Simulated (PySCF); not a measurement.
Species: triethylamine, `CCN(CC)CC`. The columns A, B, C and D hold Mulliken, IAO, Hirshfeld and ESP-fitted charges (e) of one PBE0/pcSseg-1 density (PySCF), in a shuffled order. Coordinates in Å (GFN2-xTB); the density's dipole moment is (-0.49, -0.28, -0.36) D.

```csv
atom,x,y,z,A,B,C,D
C1,-1.971,-1.597,0.092,-0.128,-0.441,-0.115,-0.292
C2,-0.872,-0.970,0.961,-0.024,-0.141,-0.134,-0.065
N3,-0.025,0.001,0.302,-0.088,-0.268,-0.440,-0.607
C4,-0.717,1.174,-0.190,-0.023,-0.139,+0.278,-0.082
C5,0.203,2.392,-0.210,-0.124,-0.419,-0.592,-0.250
C6,0.946,-0.566,-0.620,-0.022,-0.143,+0.160,-0.084
C7,2.363,-0.453,-0.056,-0.128,-0.417,-0.388,-0.235
H8,-2.677,-0.839,-0.240,+0.036,+0.136,+0.026,+0.115
H9,-1.545,-2.078,-0.786,+0.035,+0.135,+0.030,+0.110
H10,-2.513,-2.344,0.666,+0.041,+0.141,+0.048,+0.110
H11,-0.223,-1.760,1.348,+0.038,+0.131,+0.118,+0.111
H12,-1.337,-0.475,1.819,+0.036,+0.132,+0.090,+0.115
H13,-1.133,1.021,-1.202,+0.022,+0.098,-0.009,+0.092
H14,-1.549,1.377,0.488,+0.040,+0.131,+0.069,+0.109
H15,-0.362,3.278,-0.490,+0.040,+0.137,+0.128,+0.107
H16,0.632,2.544,0.776,+0.037,+0.144,+0.154,+0.111
H17,1.012,2.259,-0.924,+0.037,+0.133,+0.182,+0.112
H18,0.898,-0.048,-1.584,+0.034,+0.121,+0.032,+0.106
H19,0.727,-1.623,-0.809,+0.034,+0.119,+0.066,+0.108
H20,3.079,-0.902,-0.740,+0.035,+0.131,+0.085,+0.094
H21,2.425,-0.963,0.902,+0.036,+0.139,+0.111,+0.105
H22,2.628,0.589,0.096,+0.036,+0.139,+0.102,+0.109
```

Which column most likely holds the ESP-fitted charges?

C. Σ q r misses the density's dipole by 0.02 D (C), 0.24 D (B), 0.42 D (A), 0.60 D (D). Charges fitted to the outside potential are the only set here that is tied to the molecule's multipoles.

And the Hirshfeld charges?

A. The mean sizes are 0.049 e (A), 0.147 e (D), 0.153 e (C), 0.179 e (B), and Hirshfeld charges are commonly the smallest of these schemes.

As computed, A = Hirshfeld, B = IAO, C = ESP-fitted, D = Mulliken. Hydrogens on carbon: Hirshfeld +0.02 to +0.04, IAO +0.10 to +0.14, ESP-fitted -0.01 to +0.18, Mulliken +0.09 to +0.11 e.

The IAO scheme counts the electrons in orthogonalised intrinsic atomic orbitals, a minimal basis polarised so that it spans the occupied orbitals exactly. The Hirshfeld scheme weights the molecular density at each point by an atom's share of the summed free-atom densities.

One conformer (not necessarily the lowest) at the GFN2-xTB geometry, without solvent, vibrations or thermal averaging.

The run behind these numbers computed NMR shieldings as well. Cost: about 28 s of CPU time on one thread (grids of density and orbitals included); the machine was shared, so the figure is rough.

The values belong to the conformer `[CH3:1][CH2:2][N:3]([CH2:4][CH3:5])[CH2:6][CH3:7]`: C1–C2–N3–C4 62°, C2–N3–C4–C5 151°, C2–N3–C6–C7 -109°.
